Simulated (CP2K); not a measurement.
Nb:

```
Nb
1.0
     2.71964    0.00000    0.00000
     0.00000    2.71964    0.00000
     0.00000    0.00000    2.71964
Nb
1
Direct
  0.50000 0.50000 0.50000
```

The cell was built by a generator and needn't be a form met in nature.

Base run:

```yaml
Program: CP2K 2026.2
Functional: BLYP
Dispersion: D3(BJ)
Potentials_or_basis: GTH_POTENTIALS Nb GTH-PBE-q13; TZVP-MOLOPT-PBE-GTH basis
Density_cutoff: 6123 eV
k_mesh: 10 × 10 × 10
Occupations: fermi-dirac, width 0.05 eV
Spin: no spin polarisation
```

Its results: band gap on the k mesh none (metal or under the smearing width); pressure -6.0 GPa.

Question: The run is repeated on the same cell with these changes: dispersion from D3(BJ) to D2. What comes out?

Answer: Band gap on the k mesh none (metal or under the smearing width); pressure -4.7 GPa.

Caveats: the potentials were made for another functional, which shifts forces and pressure; the basis of atomic orbitals isn't converged, which shifts pressures, moduli and gaps; pairwise dispersion overbinds metals, which lowers pressure and volume.

Not every run made on this cell is shown here.
